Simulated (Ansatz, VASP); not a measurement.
Mo in VASP and in Ansatz

File INCAR:

```
SYSTEM = Mo
  PREC = Accurate
  ENCUT = 520
  EDIFF = 1E-7
  ISMEAR = -1
  SIGMA = 0.05
  LREAL = .FALSE.
  LASPH = .TRUE.
  NELM = 80
  ALGO = Normal
  ISIF = 2
  LWAVE = .FALSE.
  LCHARG = .FALSE.
  GGA = CA
  NBANDS = 13
```

File KPOINTS:

```
regular mesh
0
G
  12 12 12
  0 0 0
```

The input POSCAR:

```
Mo
1.0
   -1.5514772677      1.5514772677      1.5514772677
    1.5514772677     -1.5514772677      1.5514772677
    1.5514772677      1.5514772677     -1.5514772677
Mo
1
Direct
    0.0000000000      0.0000000000      0.0000000000
```

input.yaml

```yaml
crystal:
  lattice:
    - [-1.5514772677, 1.5514772677, 1.5514772677]
    - [1.5514772677, -1.5514772677, 1.5514772677]
    - [1.5514772677, 1.5514772677, -1.5514772677]
  atoms:
    - { symbol: Mo, position: [0.0, 0.0, 0.0] }
hamiltonian:
  xc: lda
  pseudopotentials: { kind: paw }
kpoints:
  mp_grid: { grid: [12, 12, 12] }
scf:
  occupations: { method: fermi_dirac, width: 0.05 }
output:
  forces: true
  stress: true
  eigenvalues: true
  write_density: true
  write_potential: true
  elf: true
  volumetric_format: npy
```

Alike in both runs: task single point; functional LDA; k mesh 12 × 12 × 12; occupations fermi-dirac, width 0.05 eV; no spin polarisation.

```csv
,VASP,Ansatz
version,VASP 6.6.1,Ansatz 0.2.0
potentials or method,"VASP PAW LDA potentials, release 64 (Mo_sv)",Ansatz PAW
plane-wave cutoff (eV),520,420
valence electrons in the cell,14,14
```

```csv
,VASP,Ansatz,Ansatz less VASP
gap on the k mesh at the Fermi level (eV),none,none,-
pressure (GPa),3.7,2.4,-1.28
```

A gap of «none» marks a metal or a gap that the smearing closes.

Caveats: the PAW data sets come from PBE, with cores solved anew for the run's functional, which leaves a small shift of forces and pressure (Ansatz).
